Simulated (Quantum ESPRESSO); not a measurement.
# Pb (C2/m) in Quantum ESPRESSO: notebook

One crystal, Pb, is run at these levels: PBEsol, r2SCAN; tasks: band structure, single point, equation of state.

Everything below comes from runs of Quantum ESPRESSO 7.5. Logs are shortened: lines on timing, memory, paths and dates and some standing lists are left out, and cuts for length are marked.

### Step 1. Starting point

The structure is monoclinic, space group C2/m (No. 12). Conventional cell: a = 6.077 Å, b = 3.501 Å, c = 6.452 Å, α = 90.00°, β = 109.14°, γ = 90.00°. Around Pb (site symmetry m) lie 10 Pb at 3.34 to 3.51 Å.

This isn't the form of Pb at room conditions, which is fcc.

### Step 2. Band structure, PBEsol

Contents of pw.in:

```
&CONTROL
  calculation = 'scf'
  prefix = 'pwscf'
  outdir = './tmp'
  pseudo_dir = './pseudo'
  tprnfor = .true.
  tstress = .true.
  disk_io = 'low'
/
&SYSTEM
  ibrav = 0
  celldm(1) = 8
  nat = 2
  ntyp = 1
  ecutwfc = 45
  ecutrho = 360
  nbnd = 21
  occupations = 'smearing'
  smearing = 'fd'
  degauss = 0.00367493
/
&ELECTRONS
  conv_thr = 4d-10
  electron_maxstep = 120
  mixing_beta = 0.5
/
ATOMIC_SPECIES
Pb   207.2000 pb_pbesol_v1.uspp.F.UPF
CELL_PARAMETERS alat
  0.7177668347421  -0.4134531693582   0.0000000000000
  0.7177668347421   0.4134531693582   0.0000000000000
 -0.4997056264692   0.0000000000000   1.4397882084243
ATOMIC_POSITIONS crystal
Pb     0.9085084100    0.9085084100    0.7262922000
Pb     0.0914915900    0.0914915900    0.2737078000
K_POINTS automatic
9 9 5 0 0 0
```

Contents of bands_first_try.in:

```
&CONTROL
  calculation = 'bands'
  prefix = 'pwscf'
  outdir = './tmp'
  pseudo_dir = './pseudo'
  disk_io = 'low'
  verbosity = 'high'
/
&SYSTEM
  ibrav = 0
  celldm(1) = 8
  nat = 2
  ntyp = 1
  ecutwfc = 45
  ecutrho = 360
  nbnd = 21
  occupations = 'smearing'
  smearing = 'fd'
  degauss = 0.00367493
/
&ELECTRONS
  conv_thr = 1d-08
  electron_maxstep = 120
  mixing_beta = 0.5
  diago_full_acc = .true.
  startingwfc = 'random'
/
ATOMIC_SPECIES
Pb   207.2000 pb_pbesol_v1.uspp.F.UPF
CELL_PARAMETERS alat
  0.7177668347421  -0.4134531693582   0.0000000000000
  0.7177668347421   0.4134531693582   0.0000000000000
 -0.4997056264692   0.0000000000000   1.4397882084243
ATOMIC_POSITIONS crystal
Pb     0.9085084100    0.9085084100    0.7262922000
Pb     0.0914915900    0.0914915900    0.2737078000
K_POINTS crystal
60
 0.0000000000  0.0000000000  0.0000000000 1
-0.0714285714 -0.0714285714  0.0000000000 1
-0.1428571429 -0.1428571429  0.0000000000 1
-0.2142857143 -0.2142857143  0.0000000000 1
-0.2857142857 -0.2857142857  0.0000000000 1
-0.3571428571 -0.3571428571  0.0000000000 1
-0.4285714286 -0.4285714286  0.0000000000 1
-0.5000000000 -0.5000000000  0.0000000000 1
-0.5262824250 -0.5262824250  0.1702002292 1
-0.5131412125 -0.5131412125  0.3351001146 1
-0.5000000000 -0.5000000000  0.5000000000 1
-0.5464402486 -0.4535597514  0.5000000000 1
-0.5928804971 -0.4071195029  0.5000000000 1
-0.6393207457 -0.3606792543  0.5000000000 1
-0.6857609943 -0.3142390057  0.5000000000 1
-0.3142390057  0.3142390057  0.5000000000 1
-0.2693477192  0.2693477192  0.5000000000 1
-0.2244564327  0.2244564327  0.5000000000 1
-0.1795651461  0.1795651461  0.5000000000 1
-0.1346738596  0.1346738596  0.5000000000 1
-0.0897825731  0.0897825731  0.5000000000 1
-0.0448912865  0.0448912865  0.5000000000 1
 0.0000000000  0.0000000000  0.5000000000 1
-0.0676739393 -0.0676739393  0.5471142530 1
-0.1353478786 -0.1353478786  0.5942285060 1
-0.2030218179 -0.2030218179  0.6413427589 1
-0.2706957572 -0.2706957572  0.6884570119 1
-0.3383696965 -0.3383696965  0.7355712649 1
-0.4060436358 -0.4060436358  0.7826855179 1
-0.4737175750 -0.4737175750  0.8297997708 1
-0.5000000000 -0.5000000000  0.0000000000 1
-0.5523520260 -0.4476479740  0.0000000000 1
-0.6047040521 -0.3952959479  0.0000000000 1
-0.6570560781 -0.3429439219  0.0000000000 1
-0.3429439219  0.3429439219  0.0000000000 1
-0.3000759316  0.3000759316  0.0000000000 1
-0.2572079414  0.2572079414  0.0000000000 1
-0.2143399512  0.2143399512  0.0000000000 1
-0.1714719609  0.1714719609  0.0000000000 1
-0.1286039707  0.1286039707  0.0000000000 1
-0.0857359805  0.0857359805  0.0000000000 1
-0.0428679902  0.0428679902  0.0000000000 1
 0.0000000000  0.0000000000  0.0000000000 1
-0.0625000000  0.0000000000  0.0000000000 1
-0.1250000000  0.0000000000  0.0000000000 1
-0.1875000000  0.0000000000  0.0000000000 1
-0.2500000000  0.0000000000  0.0000000000 1
-0.3125000000  0.0000000000  0.0000000000 1
-0.3750000000  0.0000000000  0.0000000000 1
-0.4375000000  0.0000000000  0.0000000000 1
-0.5000000000  0.0000000000  0.0000000000 1
-0.5000000000  0.0000000000  0.5000000000 1
-0.4375000000  0.0000000000  0.4375000000 1
-0.3750000000  0.0000000000  0.3750000000 1
-0.3125000000  0.0000000000  0.3125000000 1
-0.2500000000  0.0000000000  0.2500000000 1
-0.1875000000  0.0000000000  0.1875000000 1
-0.1250000000  0.0000000000  0.1250000000 1
-0.0625000000  0.0000000000  0.0625000000 1
 0.0000000000  0.0000000000  0.0000000000 1
```

Contents of bands.in:

```
&CONTROL
  calculation = 'bands'
  prefix = 'pwscf'
  outdir = './tmp'
  pseudo_dir = './pseudo'
  disk_io = 'low'
  verbosity = 'high'
/
&SYSTEM
  ibrav = 0
  celldm(1) = 8
  nat = 2
  ntyp = 1
  ecutwfc = 45
  ecutrho = 360
  nbnd = 21
  occupations = 'smearing'
  smearing = 'fd'
  degauss = 0.00367493
/
&ELECTRONS
  conv_thr = 1d-08
  electron_maxstep = 120
  mixing_beta = 0.5
  diago_full_acc = .true.
/
ATOMIC_SPECIES
Pb   207.2000 pb_pbesol_v1.uspp.F.UPF
CELL_PARAMETERS alat
  0.7177668347421  -0.4134531693582   0.0000000000000
  0.7177668347421   0.4134531693582   0.0000000000000
 -0.4997056264692   0.0000000000000   1.4397882084243
ATOMIC_POSITIONS crystal
Pb     0.9085084100    0.9085084100    0.7262922000
Pb     0.0914915900    0.0914915900    0.2737078000
K_POINTS crystal
60
 0.0000000000  0.0000000000  0.0000000000 1
-0.0714285714 -0.0714285714  0.0000000000 1
-0.1428571429 -0.1428571429  0.0000000000 1
-0.2142857143 -0.2142857143  0.0000000000 1
-0.2857142857 -0.2857142857  0.0000000000 1
-0.3571428571 -0.3571428571  0.0000000000 1
-0.4285714286 -0.4285714286  0.0000000000 1
-0.5000000000 -0.5000000000  0.0000000000 1
-0.5262824250 -0.5262824250  0.1702002292 1
-0.5131412125 -0.5131412125  0.3351001146 1
-0.5000000000 -0.5000000000  0.5000000000 1
-0.5464402486 -0.4535597514  0.5000000000 1
-0.5928804971 -0.4071195029  0.5000000000 1
-0.6393207457 -0.3606792543  0.5000000000 1
-0.6857609943 -0.3142390057  0.5000000000 1
-0.3142390057  0.3142390057  0.5000000000 1
-0.2693477192  0.2693477192  0.5000000000 1
-0.2244564327  0.2244564327  0.5000000000 1
-0.1795651461  0.1795651461  0.5000000000 1
-0.1346738596  0.1346738596  0.5000000000 1
-0.0897825731  0.0897825731  0.5000000000 1
-0.0448912865  0.0448912865  0.5000000000 1
 0.0000000000  0.0000000000  0.5000000000 1
-0.0676739393 -0.0676739393  0.5471142530 1
-0.1353478786 -0.1353478786  0.5942285060 1
-0.2030218179 -0.2030218179  0.6413427589 1
-0.2706957572 -0.2706957572  0.6884570119 1
-0.3383696965 -0.3383696965  0.7355712649 1
-0.4060436358 -0.4060436358  0.7826855179 1
-0.4737175750 -0.4737175750  0.8297997708 1
-0.5000000000 -0.5000000000  0.0000000000 1
-0.5523520260 -0.4476479740  0.0000000000 1
-0.6047040521 -0.3952959479  0.0000000000 1
-0.6570560781 -0.3429439219  0.0000000000 1
-0.3429439219  0.3429439219  0.0000000000 1
-0.3000759316  0.3000759316  0.0000000000 1
-0.2572079414  0.2572079414  0.0000000000 1
-0.2143399512  0.2143399512  0.0000000000 1
-0.1714719609  0.1714719609  0.0000000000 1
-0.1286039707  0.1286039707  0.0000000000 1
-0.0857359805  0.0857359805  0.0000000000 1
-0.0428679902  0.0428679902  0.0000000000 1
 0.0000000000  0.0000000000  0.0000000000 1
-0.0625000000  0.0000000000  0.0000000000 1
-0.1250000000  0.0000000000  0.0000000000 1
-0.1875000000  0.0000000000  0.0000000000 1
-0.2500000000  0.0000000000  0.0000000000 1
-0.3125000000  0.0000000000  0.0000000000 1
-0.3750000000  0.0000000000  0.0000000000 1
-0.4375000000  0.0000000000  0.0000000000 1
-0.5000000000  0.0000000000  0.0000000000 1
-0.5000000000  0.0000000000  0.5000000000 1
-0.4375000000  0.0000000000  0.4375000000 1
-0.3750000000  0.0000000000  0.3750000000 1
-0.3125000000  0.0000000000  0.3125000000 1
-0.2500000000  0.0000000000  0.2500000000 1
-0.1875000000  0.0000000000  0.1875000000 1
-0.1250000000  0.0000000000  0.1250000000 1
-0.0625000000  0.0000000000  0.0625000000 1
 0.0000000000  0.0000000000  0.0000000000 1
```

Potentials or basis: GBRV 1.5 PBEsol.

On the command line:

```sh
OMP_NUM_THREADS=1 mpirun -n 2 pw.x -nk 2 -in pw.in > pw.out
OMP_NUM_THREADS=1 mpirun -n 2 pw.x -nk 2 -in bands_first_try.in > bands_first_try.out
OMP_NUM_THREADS=1 mpirun -n 2 pw.x -nk 2 -in bands.in > bands.out
```

pw.out:

```text
This program is part of the open-source Quantum ESPRESSO suite
     for quantum simulation of materials; please cite
         "P. Giannozzi et al., J. Phys.:Condens. Matter 21 395502 (2009);
         "P. Giannozzi et al., J. Phys.:Condens. Matter 29 465901 (2017);
         "P. Giannozzi et al., J. Chem. Phys. 152 154105 (2020);
     in publications or presentations arising from this work. More details at

     Message from routine setup:
     using ibrav=0 with symmetry is DISCOURAGED, use correct ibrav instead

     K-points division:     npool     =       2
     Subspace diagonalization in iterative solution of the eigenvalue problem:
     a serial algorithm will be used

     G-vector sticks info
     --------------------
     sticks:   dense  smooth     PW     G-vecs:    dense   smooth      PW
     Sum        1073     547    163                50365    17833    3193

     Using Slab Decomposition

     bravais-lattice index     =            0
     lattice parameter (alat)  =       8.0000  a.u.
     unit-cell volume          =     437.5304 (a.u.)^3
     number of atoms/cell      =            2
     number of atomic types    =            1
     number of electrons       =        28.00
     number of Kohn-Sham states=           21
     kinetic-energy cutoff     =      45.0000  Ry
     charge density cutoff     =     360.0000  Ry
     scf convergence threshold =      4.0E-10
     mixing beta               =       0.5000
     number of iterations used =            8  plain     mixing
     Exchange-correlation= SLA  PW   PSX  PSC
                           (   1   4  10   8   0   0   0)

     celldm(1)=   8.000000  celldm(2)=   0.000000  celldm(3)=   0.000000
     celldm(4)=   0.000000  celldm(5)=   0.000000  celldm(6)=   0.000000

     crystal axes: (cart. coord. in units of alat)
               a(1) = (   0.717767  -0.413453   0.000000 )
               a(2) = (   0.717767   0.413453   0.000000 )
               a(3) = (  -0.499706   0.000000   1.439788 )

     reciprocal axes: (cart. coord. in units 2 pi/alat)
               b(1) = (  0.696605 -1.209327  0.241770 )
               b(2) = (  0.696605  1.209327  0.241770 )
               b(3) = ( -0.000000  0.000000  0.694547 )

     PseudoPot. # 1 for Pb read from file:
     pb_pbesol_v1.uspp.F.UPF
     Pseudo is Ultrasoft + core correction, Zval = 14.0
     Generated by new atomic code, or converted to UPF format
     Using radial grid of  899 points,  6 beta functions with:
                l(1) =   0
                l(2) =   0
                l(3) =   1
                l(4) =   1
                l(5) =   2
                l(6) =   2
     Q(r) pseudized with  6 coefficients,  rinner =    1.000   1.000   1.000
                                                       1.000   1.000

     atomic species   valence    mass     pseudopotential
     Pb               14.00   207.20000     Pb( 1.00)

      4 Sym. Ops., with inversion, found

   Cartesian axes

     site n.     atom                  positions (alat units)
         1        Pb     tau(   1) = (   0.9412621   0.0000000   1.0457069  )
         2        Pb     tau(   2) = (  -0.0054341   0.0000000   0.3940813  )

     number of k points=   115  Fermi-Dirac smearing, width (Ry)=  0.0037

     Number of k-points >= 100: set verbosity='high' to print them.

     Dense  grid:    50365 G-vectors     FFT dimensions: (  45,  45,  75)

     Smooth grid:    17833 G-vectors     FFT dimensions: (  30,  30,  54)

     Check: negative core charge=   -0.000002

     Initial potential from superposition of free atoms

     starting charge      27.9958, renormalised to      28.0000

     negative rho (up, down):  3.109E-02 0.000E+00
     Starting wfcs are   18 randomized atomic wfcs +    3 random wfcs

     Self-consistent Calculation

     iteration #  1     ecut=    45.00 Ry     beta= 0.50
     Davidson diagonalization with overlap
     ethr =  1.00E-02,  avg # of iterations =  4.8

     Threshold (ethr) on eigenvalues was too large:
     Diagonalizing with lowered threshold

     Davidson diagonalization with overlap
     c_bands:  2 eigenvalues not converged
     c_bands:  3 eigenvalues not converged
     c_bands:  2 eigenvalues not converged
     c_bands:  2 eigenvalues not converged
     c_bands:  2 eigenvalues not converged
     c_bands:  3 eigenvalues not converged
     ethr =  2.58E-05,  avg # of iterations =  6.0

     negative rho (up, down):  3.113E-02 0.000E+00

     total energy              =    -327.76708110 Ry
     estimated scf accuracy    <       0.00738250 Ry

     iteration #  2     ecut=    45.00 Ry     beta= 0.50
     Davidson diagonalization with overlap
     ethr =  2.64E-05,  avg # of iterations =  2.3

     negative rho (up, down):  3.132E-02 0.000E+00

     total energy              =    -327.76813870 Ry
     estimated scf accuracy    <       0.00116376 Ry

     iteration #  3     ecut=    45.00 Ry     beta= 0.50
     Davidson diagonalization with overlap
     c_bands:  2 eigenvalues not converged
     c_bands:  2 eigenvalues not converged
     ethr =  4.16E-06,  avg # of iterations =  3.3

     negative rho (up, down):  3.148E-02 0.000E+00

     total energy              =    -327.76836443 Ry
     estimated scf accuracy    <       0.00029914 Ry

     iteration #  4     ecut=    45.00 Ry     beta= 0.50
     Davidson diagonalization with overlap
     c_bands:  1 eigenvalues not converged
     c_bands:  1 eigenvalues not converged
     c_bands:  2 eigenvalues not converged
     c_bands:  1 eigenvalues not converged
     c_bands:  1 eigenvalues not converged
     c_bands:  1 eigenvalues not converged
     c_bands:  1 eigenvalues not converged
     ethr =  1.07E-06,  avg # of iterations =  7.8
[... 31 lines left out ...]
     total energy              =    -327.76844913 Ry
     estimated scf accuracy    <          8.0E-09 Ry

     iteration #  7     ecut=    45.00 Ry     beta= 0.50
     Davidson diagonalization with overlap
     c_bands:  1 eigenvalues not converged
     c_bands:  1 eigenvalues not converged
     c_bands:  1 eigenvalues not converged
     ethr =  2.86E-11,  avg # of iterations =  7.7

     negative rho (up, down):  3.180E-02 0.000E+00

     total energy              =    -327.76844915 Ry
     estimated scf accuracy    <          1.7E-09 Ry

     iteration #  8     ecut=    45.00 Ry     beta= 0.50
     Davidson diagonalization with overlap
     ethr =  6.16E-12,  avg # of iterations =  4.3

     negative rho (up, down):  3.180E-02 0.000E+00

     total energy              =    -327.76844915 Ry
     estimated scf accuracy    <          8.7E-10 Ry

     iteration #  9     ecut=    45.00 Ry     beta= 0.50
     Davidson diagonalization with overlap
     ethr =  3.09E-12,  avg # of iterations =  2.3

     negative rho (up, down):  3.180E-02 0.000E+00

     End of self-consistent calculation

     Number of k-points >= 100: set verbosity='high' to print the bands.

     the Fermi energy is    10.0455 ev

!    total energy              =    -327.76844915 Ry
     estimated scf accuracy    <          1.3E-11 Ry
     smearing contrib. (-TS)   =      -0.00059197 Ry
     internal energy E=F+TS    =    -327.76785718 Ry

     The total energy is F=E-TS. E is the sum of the following terms:
     one-electron contribution =     -72.79005347 Ry
     hartree contribution      =      56.78242138 Ry
     xc contribution           =    -126.06638636 Ry
     ewald contribution        =    -185.69383874 Ry

     convergence has been achieved in   9 iterations

     negative rho (up, down):  3.180E-02 0.000E+00

     Forces acting on atoms (cartesian axes, Ry/au):

     atom    1 type  1   force =     0.00104175   -0.00000000   -0.00538777
     atom    2 type  1   force =    -0.00104175    0.00000000    0.00538777

     Total force =     0.007761     Total SCF correction =     0.000028

     Computing stress (Cartesian axis) and pressure

     negative rho (up, down):  3.180E-02 0.000E+00
          total   stress  (Ry/bohr**3)                   (kbar)     P=      -19.62
  -0.00013111   0.00000000  -0.00000013          -19.29        0.00       -0.02
   0.00000000  -0.00013105   0.00000000            0.00      -19.28        0.00
  -0.00000013   0.00000000  -0.00013791           -0.02        0.00      -20.29

=------------------------------------------------------------------------------=
   JOB DONE.
=------------------------------------------------------------------------------=
```

Wall time 1.7 min (2 MPI ranks of Intel Xeon Platinum 8259CL at 2.50GHz (Skylake/Cascade Lake), shared host); peak memory 0.38 GiB.

Results:

```yaml
Free_energy: -4459.5169 eV
Pressure: -2.0 GPa
Largest_force: 0.141 eV/Å
Band_gap_on_the_k_mesh: none (metal or under the smearing width)
```

Forces in eV/Å, atoms in the order of the input:
```
Pb   0.027  0.000 -0.139
Pb  -0.027  0.000  0.139
```

Stress tensor (GPa, compression positive):
```
-1.93  0.00  0.00
 0.00 -1.93  0.00
 0.00  0.00 -2.03
```

Levels at the corners of the path, in eV from the Fermi level:
```tsv
point	band 10	band 11	band 12	band 13	band 14	band 15	band 16	band 17	band 18	band 19
Γ	-16.73	-11.45	-8.37	-3.97	6.24	6.44	6.49	6.55	6.66	7.81
Y	-16.64	-7.58	-7.58	-3.17	-2.78	1.96	2.42	2.83	5.37	6.36
F	-16.65	-7.86	-7.35	-3.51	-2.16	1.20	2.53	3.61	5.15	5.84
L	-16.62	-8.29	-6.55	-3.51	-2.33	0.15	3.11	3.36	4.12	6.35
I	-16.65	-7.42	-6.77	-2.15	-2.06	-0.96	0.07	1.91	4.07	6.21
I1	-16.65	-7.42	-6.77	-2.15	-2.06	-0.96	0.07	1.91	4.07	6.21
Z	-16.67	-10.83	-9.86	-0.21	0.62	5.63	5.67	7.58	7.73	7.83
F1	-16.65	-7.86	-7.35	-3.51	-2.16	1.20	2.53	3.61	5.15	5.84
Y	-16.64	-7.58	-7.58	-3.17	-2.78	1.96	2.42	2.83	5.37	6.36
X1	-16.64	-7.41	-6.73	-2.15	-1.78	-1.48	0.19	1.77	4.33	5.91
X	-16.64	-7.41	-6.73	-2.15	-1.78	-1.48	0.19	1.77	4.33	5.91
Γ	-16.73	-11.45	-8.37	-3.97	6.24	6.44	6.49	6.55	6.66	7.81
N	-16.62	-8.22	-6.61	-3.49	-2.44	0.35	3.08	3.45	4.08	6.30
M	-16.64	-7.63	-7.51	-3.10	-2.78	1.78	2.38	2.79	5.32	6.32
Γ	-16.73	-11.45	-8.37	-3.97	6.24	6.44	6.49	6.55	6.66	7.81
```

Caveat: some levels on the path didn't converge; spin-orbit coupling is left out, which moves the levels of the heavy elements.

(Continued in part 2 of 2.)
